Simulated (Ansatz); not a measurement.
A single-point calculation of AlP built on the zincblende prototype with Ansatz 0.2.0, at the level PBE0. The cell was relaxed beforehand with r2SCAN.

The input:
```yaml
crystal:
  lattice:
    - [0.0, 2.7392572057, 2.7392572057]
    - [2.7392572057, 0.0, 2.7392572057]
    - [2.7392572057, 2.7392572057, 0.0]
  atoms:
    - { symbol: Al, position: [0.0, 0.0, 0.0] }
    - { symbol: P, position: [0.25, 0.25, 0.25] }
kpoints:
  mp_grid: { grid: [6, 6, 6] }
  band_path:
    path:
      - [0.0, 0.0, 0.0]
      - [-0.5, -0.5, 0.0]
      - [-0.375, -0.375, 0.25]
      - [-0.375, 0.0, 0.375]
      - [0.0, 0.0, 0.5]
      - [-0.5, -0.25, 0.25]
      - [0.0, 0.5, 0.5]
    npoints: 1
hamiltonian:
  xc: pbe0
scf:
  occupations: { method: fixed }
  n_extra_bands: 4
output:
  forces: true
  stress: true
  eigenvalues: true
  write_density: true
  write_potential: true
  elf: true
  volumetric_format: npy
```

Run as `ansatz run input.yaml --threads 2 --pin off --max-ram 2211MiB --backend cpu --events-out ev --progress --plain --runs-dir out`.

What the program printed (shortened):
```
Pseudopotential: Al, paw, valence charge 3, recommended cutoff 420 eV (normal)
Pseudopotential: P, paw, valence charge 5, recommended cutoff 420 eV (normal)
Functional definition: PBE0
Crystal: 2 atoms, lattice volume = 41.108 Å³
Basis set: ecut = 420 eV, 821 PW (Γ)
Bands: 8, of which v1, the nominal top of the filled ones, is band 4 counted from 1 (3 counted from 0)
Symmetry: 24 space group operations
Space group: F-43m (ITA 216)
k-points: 16 of 216 (time reversal used)
[warm-up without exact exchange]
SCF iter   1: HF=-1294.427427 eV  Δρ=1.22e-3  dr2=1.06e-3
SCF iter   2: HF=-1294.427390 eV  Δρ=3.37e-4  dr2=3.96e-5
SCF 1 stopped early in 2 iterations: F = -1294.427435 eV  dr2 = 3.96e-5
[exact exchange on]
SCF iter   1: HF=-1295.785999 eV  Δρ=2.35e-3  dr2=2.13e-3
preconditioner: auto → none  [insulator: Δε(μ)=2.920 eV  ℏωp=16.4 eV]
SCF iter   2: HF=-1295.785020 eV  Δρ=1.10e-3  dr2=8.51e-4
SCF iter   3: HF=-1295.788308 eV  Δρ=5.21e-4  dr2=1.31e-4
SCF iter   4: HF=-1295.788270 eV  Δρ=7.05e-5  dr2=1.59e-5
SCF iter   5: HF=-1295.788355 eV  Δρ=9.57e-5  dr2=4.44e-6
SCF iter   6: HF=-1295.788353 eV  Δρ=6.05e-6  dr2=6.91e-7
SCF 2 stopped early in 6 iterations: F = -1295.788353 eV  dr2 = 6.91e-7
hybrid outer 1: dexx = +4.107e-3 eV, tail = 2.59e-6 eV
SCF iter   1: HF=-1295.788378 eV  Δρ=1.63e-5  dr2=1.16e-7
SCF iter   2: HF=-1295.788378 eV  Δρ=5.73e-6  dr2=1.45e-8
SCF iter   3: HF=-1295.788378 eV  Δρ=2.08e-6  dr2=9.93e-10
SCF 3 converged in 3 iterations: F = -1295.788378 eV  dr2 = 9.93e-10
hybrid outer 2: dexx = +1.518e-7 eV, tail = 2.83e-9 eV, Δε = 1.14e-3 eV
hybrid SCF converged: 2 outer / 9 inner (+2 warm-up)
Free energy (F): -1295.788378 eV
Fermi energy:    4.122140 eV
--- Stress (GPa, compression-positive) ---
       -0.238913       0.000000       0.000000
        0.000000      -0.238913       0.000000
        0.000000       0.000000      -0.238913
  P = ⅓ Tr σ = -0.2389 GPa (-2.389 kbar)
--- Band table (eV; the first three rows and the last of 16) ---
  k-point 0: bands = [-8.6486, 4.1221, 4.1221, 4.1221, 8.9547, 10.3233, 10.3233, 10.3233]
  k-point 1: bands = [-8.3169, 2.0938, 3.8607, 3.8607, 9.3079, 10.7911, 10.7911, 11.4525]
  k-point 2: bands = [-7.4527, -0.6683, 3.4483, 3.4483, 8.6923, 10.8325, 10.8325, 13.8274]
  k-point 15: bands = [-6.0441, -1.4560, 0.9348, 1.2241, 8.9207, 10.0282, 13.5969, 13.9762]
```

The rows of the band table are 0: (0, 0, 0) = Γ, 1: (0, 0, 1/6), 2: (0, 0, 1/3), 15: (1/6, -1/2, -1/3).

The file bands.tsv (bands near the Fermi energy, numbered from 0, rounded):
```tsv
# k_distance	band_0	band_1	band_2	band_3	band_4	band_5	band_6	band_7
# fermi_ev = 4.122140
# [0, 0, 0] at k_distance = 0.000000
# [-0.5, -0.5, 0] at k_distance = 1.146878
# [-0.375, -0.375, 0.25] at k_distance = 1.552360
# [-0.375, 0, 0.375] at k_distance = 2.254676
# [0, 0, 0.5] at k_distance = 2.956992
# [-0.5, -0.25, 0.25] at k_distance = 3.767957
# [0, 0.5, 0.5] at k_distance = 5.050205
# levels_relative_to = fermi_ev
0.000	-12.771	0.000	0.000	0.000	4.833	6.201	6.201	6.201
1.147	-10.207	-5.877	-2.317	-2.317	2.964	3.934	13.121	13.121
1.552	-10.240	-5.559	-3.749	-1.905	3.885	6.753	10.358	10.626
2.255	-10.240	-5.559	-3.749	-1.905	3.885	6.753	10.358	10.626
2.957	-10.933	-6.120	-0.841	-0.841	4.315	6.459	6.459	9.979
3.768	-10.152	-5.439	-3.484	-3.062	5.861	7.733	7.796	8.141
5.050	-10.207	-5.877	-2.317	-2.317	2.964	3.934	13.121	13.121
```
In order the rows are Γ, X, U, K, L, W, X.

Planar averages along the third cell vector, from rho_z.tsv and v_z.tsv (valence density with its augmentation; electrostatic potential energy of an electron, of which only differences have a meaning):

| z (Å) | ρ (e/Å³) | v_es (eV) |
| --- | --- | --- |
| 0.00 | 0.223 | 1.00 |
| 0.14 | 0.257 | -0.12 |
| 0.29 | 0.287 | -1.51 |
| 0.43 | 0.306 | -2.94 |
| 0.57 | 0.313 | -4.06 |
| 0.72 | 0.309 | -4.63 |
| 0.86 | 0.298 | -4.53 |
| 1.00 | 0.282 | -3.84 |
| 1.15 | 0.266 | -2.71 |
| 1.29 | 0.251 | -1.25 |
| 1.43 | 0.238 | 0.50 |
| 1.58 | 0.222 | 2.42 |
| 1.72 | 0.203 | 4.30 |
| 1.87 | 0.181 | 5.88 |
| 2.01 | 0.159 | 6.97 |
| 2.15 | 0.138 | 7.59 |
| 2.30 | 0.122 | 7.84 |
| 2.44 | 0.110 | 7.80 |
| 2.58 | 0.102 | 7.48 |
| 2.73 | 0.098 | 6.88 |
| 2.87 | 0.096 | 6.01 |
| 3.01 | 0.098 | 5.02 |
| 3.16 | 0.104 | 4.09 |
| 3.30 | 0.115 | 3.36 |
| 3.44 | 0.132 | 2.80 |
| 3.59 | 0.157 | 2.31 |
| 3.73 | 0.188 | 1.77 |

The PBE0 gap is indirect, 2.96 eV (Γ to X), below the direct gap of 4.83 eV at Γ. Edges are sought over the mesh and the listed points. The mean stress, -0.2 GPa, is small, and the program warns that its thresholds are loose for a hybrid's stress.

Calculated for a static, non-magnetic cell.

The meshes of the hybrids are coarse, so their gaps aren't converged to the digits shown.
